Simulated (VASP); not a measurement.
# ZnS (P6_3mc) in VASP: notebook

The runs below take ZnS through single point, with LDA, PBEsol.

Program: VASP 6.6.1. These are calculated values, not measurements. Logs are shortened: lines on timing, memory, paths and dates and some standing lists are left out, and cuts for length are marked.

**Experimental background.**

A printed reference work, monograph reports, for a bulk crystal of ZnS at 4 K: band gap 3.911 eV (direct).

The runs below are set against these values where they give the same quantity.

### 1 The cell of the first run

Symmetry: P6_3mc, No. 186, hexagonal system. Conventional cell: a = 3.738 Å, b = 3.738 Å, c = 6.143 Å, α = 90.00°, β = 90.00°, γ = 120.00°. Within 3.0 Å of Zn (site symmetry 3m) lie 4 S at 2.29 to 2.30 Å. S (site symmetry 3m) has 4 Zn at 2.29 to 2.30 Å within 3.0 Å.

### 2 Single point, LDA

File INCAR:

```
PREC = Accurate
ENCUT = 520
EDIFF = 1E-6
ISMEAR = -1
SIGMA = 0.02
LREAL = F
LASPH = T
NELM = 100
ALGO = Normal
ISIF = 2
LWAVE = F
LCHARG = F
NBANDS = 26
```

File KPOINTS:

```
regular mesh
0
Gamma
  12 12 4
```

File POSCAR:

```
ZnS
1.0
    3.7382264483      0.0000000000      0.0000000000
   -1.8691132241      3.2373990693      0.0000000000
    0.0000000000      0.0000000000      6.1428476322
Zn S
2 2
Direct
    0.3333333333      0.6666666667      0.0055860323
    0.6666666667      0.3333333333      0.5055860323
    0.3333333333      0.6666666667      0.3794139677
    0.6666666667      0.3333333333      0.8794139677
```

Potentials or basis: VASP PAW LDA potentials, release 64 (Zn, S).

Command:

```bash
$ cat potpaw_LDA.64/Zn/POTCAR potpaw_LDA.64/S/POTCAR > POTCAR
$ mpirun -np 1 vasp_std > vasp.out
```

OUTCAR:

```text
PREC = Accurate
   ENCUT = 520
   EDIFF = 1E-6
   ISMEAR = -1
   LREAL = F
   LASPH = T
   NELM = 100
   ISIF = 2

 ion  position               nearest neighbor table
   1  0.333  0.667  0.006-   4 2.29   4 2.29   4 2.29   3 2.30
   2  0.667  0.333  0.506-   3 2.29   3 2.29   3 2.29   4 2.30
   3  0.333  0.667  0.379-   2 2.29   2 2.29   2 2.29   1 2.30
   4  0.667  0.333  0.879-   1 2.29   1 2.29   1 2.29   2 2.30

  LATTYP: Found a hexagonal cell.
 ALAT       =     3.7382264483
 C/A-ratio  =     1.6432518782

  Lattice vectors:

 A1 = (   3.7382264483,   0.0000000000,   0.0000000000)
 A2 = (  -1.8691132241,   3.2373990693,   0.0000000000)
 A3 = (   0.0000000000,   0.0000000000,   6.1428476322)

Analysis of symmetry for initial positions (statically):
=====================================================================
 Subroutine PRICEL returns:
 Original cell was already a primitive cell.

 Routine SETGRP: Setting up the symmetry group for a
 hexagonal supercell.

 Subroutine GETGRP returns: Found 12 space group operations
 (whereof  6 operations were pure point group operations)
 out of a pool of 24 trial point group operations.

The static configuration has the point symmetry C_3v.
 The point group associated with its full space group is C_6v.

Analysis of symmetry for dynamics (positions and initial velocities):
=====================================================================
 Subroutine PRICEL returns:
 Original cell was already a primitive cell.

 Routine SETGRP: Setting up the symmetry group for a
 hexagonal supercell.

 Subroutine GETGRP returns: Found 12 space group operations
 (whereof  6 operations were pure point group operations)
 out of a pool of 24 trial point group operations.

The dynamic configuration has the point symmetry C_3v.
 The point group associated with its full space group is C_6v.

 Subroutine INISYM returns: Found 12 space group operations
 (whereof  6 operations are pure point group operations),
 and found     1 'primitive' translations

----------------------------------------------------------------------------------------

                                     Primitive cell

  volume of cell :      74.3415

  direct lattice vectors                    reciprocal lattice vectors
     3.738226448  0.000000000  0.000000000     0.267506534  0.154444969  0.000000000
    -1.869113224  3.237399069  0.000000000     0.000000000  0.308889939  0.000000000
     0.000000000  0.000000000  6.142847632     0.000000000  0.000000000  0.162790950
[... 77 lines left out ...]
   NGXF,Y,Z  is equivalent  to a cutoff of  24.90, 24.90, 25.98 a.u.
 SYSTEM =  unknown system
   PREC   = accura    normal or accurate (medium, high low for compatibility)
   ISTART =      0    job   : 0-new  1-cont  2-samecut
   ICHARG =      2    charge: 1-file 2-atom 10-const
   ISPIN  =      1    spin polarized calculation?
   LNONCOLLINEAR =      F non collinear calculations
   LSORBIT =      F    spin-orbit coupling
   LASPH  =      T    aspherical Exc in radial PAW
   ENCUT  =  520.0 eV  38.22 Ry    6.18 a.u.   6.95  6.95 11.42*2*pi/ulx,y,z
   NELM   =    100;   NELMIN=  2; NELMDL= -5     # of ELM steps
   EDIFF  = 0.1E-05   stopping-criterion for ELM
   LREAL  =      F    real-space projection
[... 7 lines left out ...]
   TEBEG  =    0.0;   TEEND  =   0.0 temperature during run
   PSTRESS=    0.0 pullay stress
   NELECT =      36.0000    total number of electrons
   NUPDOWN=      -1.0000    fix difference up-down
   EMIN   =  10.00;   EMAX   =-10.00  energy-range for DOS
   EFERMI =   0.00;   METHOD = LEGACY
   ISMEAR =    -1;   SIGMA  =   0.02  broadening in eV -4-tet -1-fermi 0-gaus
   EFERMI_NEDOS =   21; number of points for ismear=-14 and -15
   IALGO  =     38    algorithm
   IMIX   =      4    mixing-type and parameters
     AMIX     =   0.40;   BMIX     =  1.00
     AMIX_MAG =   1.60;   BMIX_MAG =  1.00
  volume/ion in A,a.u.               =      18.59       125.42
  Fermi-wavevector in a.u.,A,eV,Ry     =   1.285578  2.429390 22.486499  1.652711
  Thomas-Fermi vector in A             =   2.417704
   LORBIT       =      0    0 simple, 1 ext, 2 COOP (PROOUT), +10 PAW based schemes
   GGA     = CA    functional components
   LHFCALC =     F    Hartree Fock is set to
   AEXX    =    0.0000 exact exchange contribution
   IVDW    =     0    specifies the selected vdW correction
   LEPSILON=     F    determine dielectric tensor
   LRPA    =     F    only Hartree local field effects (RPA)
 non-spin polarized calculation
  energy-cutoff  :      520.00
  volume of cell :       74.34
 maximum number of plane-waves:      2020
 NGX is ok and might be reduce to    28
   NGX = 13   NGY = 13   NGZ = 23

 number of electron      36.0000015 magnetization

 Free energy of the ion-electron system (eV)
  ---------------------------------------------------
  ext. energy  EPLUGINS =         0.00000000
  ---------------------------------------------------
  free energy    TOTEN  =       -16.40293301 eV

  energy without entropy =      -16.40293301  energy(sigma->0) =      -16.40293301

 E-fermi :   2.9671     XC(G=0): -10.3089

 val. band max:        2.5316094173   @ k =   0.0000   0.0000   0.0000
 cond. band min:       4.7578112189   @ k =   0.0000   0.0000   0.0000
 fundamental gap:      2.2262018015
 Fermi energy:         2.9671069949

 k-point     1 :       0.0000    0.0000    0.0000
  band No.  band energies     occupation
      1     -11.0438      2.00000
      2      -9.9764      2.00000
      3      -4.2366      2.00000
      4      -4.2165      2.00000
      5      -4.2165      2.00000
      6      -4.1273      2.00000
[... 685 lines left out ...]
     25      11.3686      0.00000
     26      12.3712      0.00000

 [... further k-points ...]
[... 5 lines left out ...]
  --------------------------------------------------------------------------------------
  -------------------------------------------------------------------------------------
  Total        0.1073702      0.1073702      0.1120843      0.0000000     -0.0000000      0.0000000
  in kB        2.3139961      2.3139961      2.4155939      0.0000000     -0.0000000      0.0000000
  external PRESSURE =       2.3478620 kB  Pullay stress =       0.0000000 kB

 VOLUME and BASIS-vectors are now :
 -----------------------------------------------------------------------------
  energy-cutoff  :      520.00
  volume of cell :       74.34
      direct lattice vectors                 reciprocal lattice vectors
     3.738226448  0.000000000  0.000000000     0.267506534  0.154444969  0.000000000
    -1.869113224  3.237399069  0.000000000     0.000000000  0.308889939  0.000000000
     0.000000000  0.000000000  6.142847632     0.000000000  0.000000000  0.162790950

 POSITION                                       TOTAL-FORCE (eV/Angst)
 -----------------------------------------------------------------------------------
     -0.00000      2.15827      0.03431         0.000000     -0.000000      0.000674
      1.86911      1.07913      3.10574         0.000000      0.000000      0.000674
     -0.00000      2.15827      2.33068        -0.000000     -0.000000     -0.000674
      1.86911      1.07913      5.40211        -0.000000     -0.000000     -0.000674
 -----------------------------------------------------------------------------------
    total drift:                               -0.000001     -0.000001     -0.000665

  FREE ENERGIE OF THE ION-ELECTRON SYSTEM (eV)
  ---------------------------------------------------
  free  energy   TOTEN  =       -16.4029330062 eV

  energy  without entropy=      -16.4029330062  energy(sigma->0) =      -16.40293301
```

OSZICAR:

```text
N       E                     dE             d eps       ncg     rms          rms(c)
DAV:   1     0.245965580208E+03    0.24597E+03   -0.17212E+04  2964   0.171E+03
DAV:   2     0.795339055546E+01   -0.23801E+03   -0.22775E+03  3018   0.358E+02
DAV:   3    -0.166587804856E+02   -0.24612E+02   -0.24357E+02  3550   0.115E+02
DAV:   4    -0.172709553833E+02   -0.61217E+00   -0.61079E+00  3470   0.179E+01
DAV:   5    -0.172803046573E+02   -0.93493E-02   -0.93468E-02  3588   0.222E+00    0.109E+01
DAV:   6    -0.164426879929E+02    0.83762E+00   -0.16849E+00  4260   0.392E+01    0.815E+00
DAV:   7    -0.164202869135E+02    0.22401E-01   -0.12536E+00  3156   0.710E+00    0.330E+00
DAV:   8    -0.164042241744E+02    0.16063E-01   -0.36335E-02  3192   0.121E+00    0.860E-01
DAV:   9    -0.164028716431E+02    0.13525E-02   -0.90958E-03  3986   0.102E+00    0.236E-01
DAV:  10    -0.164029175700E+02   -0.45927E-04   -0.36038E-04  3508   0.196E-01    0.112E-01
DAV:  11    -0.164029332519E+02   -0.15682E-04   -0.28962E-05  3288   0.514E-02    0.419E-02
DAV:  12    -0.164029330062E+02    0.24570E-06   -0.40481E-06  3396   0.264E-02
   1 F= -.16402933E+02 E0= -.16402933E+02  d E =-.125116E-11
```

stdout:

```text
POSCAR found type information on POSCAR ZnS
 POSCAR found :  2 types and       4 ions
 scaLAPACK will be used
 LDA part: xc-table for (Slater(with rela. corr.)+CA(PZ))
 , standard interpolation
 POSCAR, INCAR and KPOINTS ok, starting setup
 FFT: planning ... GRIDC
 FFT: planning ... GRID_SOFT
 FFT: planning ... GRID
 WAVECAR not read
 entering main loop
```

Run time: 82 s. Hardware: 1 thread of Intel Xeon Platinum 8488C (Sapphire Rapids), shared host; peak memory 0.22 GiB.

Results:

| Property | Result |
| --- | --- |
| Free energy | -16.4029 eV |
| Pressure | 0.2 GPa |
| Band gap on the k mesh | 2.23 eV |

### 3 Single point, PBEsol

This run uses another cell than the first one, of 19.23 Å³/atom.

File INCAR:

```
ALGO     = Normal         # electronic algorithm
EDIFF    = 1E-7           # SCF threshold, eV
ENCUT    = 520            # plane-wave cutoff, eV
GGA      = PS             # functional
ISIF     = 2              # what is computed and relaxed
ISMEAR   = -1             # smearing method
LASPH    = T              # aspherical terms in the spheres
LCHARG   = F              # write CHGCAR
LREAL    = F              # projectors in reciprocal space
LWAVE    = F              # write WAVECAR
NBANDS   = 26             # bands
NELM     = 60             # most SCF steps
PREC     = Accurate       # precision mode
SIGMA    = 0.02           # smearing width, eV
```

File KPOINTS:

```
k-points
0
Gamma
  12 12 4
```

File POSCAR:

```
ZnS
1.0
    3.7821397529      0.0000000000      0.0000000000
   -1.8910698764      3.2754291066      0.0000000000
    0.0000000000      0.0000000000      6.2075689763
Zn S
2 2
Direct
    0.3333333333      0.6666666667      0.0054119680
    0.6666666667      0.3333333333      0.5054119680
    0.3333333333      0.6666666667      0.3795880320
    0.6666666667      0.3333333333      0.8795880320
```

Potentials or basis: VASP PAW PBE potentials, release 64 (Zn, S).

Command:

```bash
$ cat potpaw_PBE.64/Zn/POTCAR potpaw_PBE.64/S/POTCAR > POTCAR
$ mpirun -np 1 vasp_std > vasp.out
```

OUTCAR:

```text
EDIFF = 1E-7
   ENCUT = 520
   GGA = PS
   ISIF = 2
   ISMEAR = -1
   LASPH = T
   LREAL = F
   NELM = 60
   PREC = Accurate

 ion  position               nearest neighbor table
   1  0.333  0.667  0.005-   4 2.32   4 2.32   4 2.32   3 2.32
   2  0.667  0.333  0.505-   3 2.32   3 2.32   3 2.32   4 2.32
   3  0.333  0.667  0.380-   2 2.32   2 2.32   2 2.32   1 2.32
   4  0.667  0.333  0.880-   1 2.32   1 2.32   1 2.32   2 2.32

  LATTYP: Found a hexagonal cell.
 ALAT       =     3.7821397529
 C/A-ratio  =     1.6412849291

  Lattice vectors:

 A1 = (   3.7821397529,   0.0000000000,   0.0000000000)
 A2 = (  -1.8910698764,   3.2754291066,   0.0000000000)
 A3 = (   0.0000000000,   0.0000000000,   6.2075689763)

Analysis of symmetry for initial positions (statically):
=====================================================================
 Subroutine PRICEL returns:
 Original cell was already a primitive cell.

 Routine SETGRP: Setting up the symmetry group for a
[... 164 lines left out ...]

 Free energy of the ion-electron system (eV)
  ---------------------------------------------------
  ext. energy  EPLUGINS =         0.00000000
  ---------------------------------------------------
  free energy    TOTEN  =       -15.16738071 eV

  energy without entropy =      -15.16738071  energy(sigma->0) =      -15.16738071

 E-fermi :   2.6776     XC(G=0):  -9.9640

 val. band max:        2.2781862794   @ k =   0.0000   0.0000   0.0000
 cond. band min:       4.4397683548   @ k =   0.0000   0.0000   0.0000
 fundamental gap:      2.1615820754
 Fermi energy:         2.6775777239

 k-point     1 :       0.0000    0.0000    0.0000
  band No.  band energies     occupation
      1     -11.0894      2.00000
      2     -10.0926      2.00000
      3      -4.2100      2.00000
      4      -4.1936      2.00000
      5      -4.1936      2.00000
      6      -4.1080      2.00000
[... 685 lines left out ...]
     25      11.0435      0.00000
     26      12.0594      0.00000

 [... further k-points ...]
[... 5 lines left out ...]
  --------------------------------------------------------------------------------------
  -------------------------------------------------------------------------------------
  Total        0.0948252      0.0948252      0.0969322      0.0000000     -0.0000000      0.0000000
  in kB        1.9756361      1.9756361      2.0195351      0.0000000     -0.0000000      0.0000000
  external PRESSURE =       1.9902691 kB  Pullay stress =       0.0000000 kB

 VOLUME and BASIS-vectors are now :
 -----------------------------------------------------------------------------
  energy-cutoff  :      520.00
  volume of cell :       76.90
      direct lattice vectors                 reciprocal lattice vectors
     3.782139753  0.000000000  0.000000000     0.264400595  0.152651755  0.000000000
    -1.891069876  3.275429107  0.000000000     0.000000000  0.305303509  0.000000000
     0.000000000  0.000000000  6.207568976     0.000000000  0.000000000  0.161093659

 POSITION                                       TOTAL-FORCE (eV/Angst)
 -----------------------------------------------------------------------------------
     -0.00000      2.18362      0.03360         0.000000      0.000000      0.000473
      1.89107      1.09181      3.13738         0.000000      0.000000      0.000473
     -0.00000      2.18362      2.35632        -0.000000      0.000000     -0.000473
      1.89107      1.09181      5.46010        -0.000000     -0.000000     -0.000473
 -----------------------------------------------------------------------------------
    total drift:                               -0.000000     -0.000000     -0.000298

  FREE ENERGIE OF THE ION-ELECTRON SYSTEM (eV)
  ---------------------------------------------------
  free  energy   TOTEN  =       -15.1673807142 eV

  energy  without entropy=      -15.1673807142  energy(sigma->0) =      -15.16738071
```

OSZICAR:

```text
N       E                     dE             d eps       ncg     rms          rms(c)
DAV:   1     0.243697527601E+03    0.24370E+03   -0.17131E+04  2964   0.169E+03
DAV:   2     0.849407213928E+01   -0.23520E+03   -0.22477E+03  3042   0.350E+02
DAV:   3    -0.153832059117E+02   -0.23877E+02   -0.23635E+02  3530   0.111E+02
DAV:   4    -0.159751581996E+02   -0.59195E+00   -0.59063E+00  3490   0.176E+01
DAV:   5    -0.159840554756E+02   -0.88973E-02   -0.88948E-02  3594   0.215E+00    0.993E+00
DAV:   6    -0.151796672065E+02    0.80439E+00   -0.17760E+00  3992   0.405E+01    0.759E+00
DAV:   7    -0.151773049093E+02    0.23623E-02   -0.12192E+00  3140   0.682E+00    0.330E+00
DAV:   8    -0.151676964224E+02    0.96085E-02   -0.29561E-02  3830   0.168E+00    0.862E-01
DAV:   9    -0.151671787759E+02    0.51765E-03   -0.97753E-03  4016   0.144E+00    0.216E-01
DAV:  10    -0.151672635251E+02   -0.84749E-04   -0.50783E-04  3570   0.308E-01    0.112E-01
DAV:  11    -0.151673799094E+02   -0.11638E-03   -0.17804E-04  3090   0.931E-02    0.399E-02
DAV:  12    -0.151673789807E+02    0.92874E-06   -0.83257E-06  3756   0.620E-02    0.957E-03
DAV:  13    -0.151673809415E+02   -0.19608E-05   -0.43319E-06  3112   0.113E-02    0.327E-03
DAV:  14    -0.151673807221E+02    0.21939E-06   -0.33800E-07  3488   0.738E-03    0.223E-03
DAV:  15    -0.151673807142E+02    0.78376E-08   -0.15301E-07  1728   0.238E-03
   1 F= -.15167381E+02 E0= -.15167381E+02  d E =-.720033E-11
```

Wall time 90 s (1 thread of Intel Xeon Platinum 8488C (Sapphire Rapids), shared host); peak memory 0.24 GiB.

What came out:

* Free energy: -15.1674 eV
* Pressure: 0.2 GPa
* Band gap on the k mesh: 2.16 eV

Levels at points of the mesh, in eV from the valence-band top:
```csv
k point,band 14,band 15,band 16,band 17,band 18,band 19,band 20,band 21,band 22,band 23
"(0.00, 0.00, 0.00)",-0.94,-0.94,-0.09,0.00,0.00,2.16,3.03,6.20,6.20,6.46
"(0.50, 0.00, 0.00)",-4.26,-3.43,-2.35,-1.79,-0.93,3.52,4.21,4.96,6.80,7.40
"(0.00, 0.00, 0.50)",-2.97,-0.49,-0.49,-0.49,-0.49,3.51,3.51,6.67,6.67,6.67
"(0.50, 0.00, 0.50)",-5.03,-1.71,-1.71,-1.69,-1.69,3.41,3.41,5.10,5.10,8.77
```

Caveat: the PAW data sets were made with another functional, which shifts forces and pressure a little.

### 4 How close it comes

Step 2. A measured gap of ZnS is 3.911 eV (direct; 4 K; a printed reference work, monograph); the calculated 2.23 eV misses it by -1.68 eV. The value is that of LDA on a finite k mesh, which can miss the band edges, without temperature or zero-point motion. Semilocal functionals fall short of measured gaps as a rule.

Step 3. Measured gap of ZnS: 3.911 eV (direct; 4 K; a printed reference work, monograph). This calculation gives 2.16 eV (-1.75 eV). The value is that of PBEsol on a finite k mesh, which can miss the band edges, without temperature or zero-point motion. Semilocal functionals fall short of measured gaps as a rule.
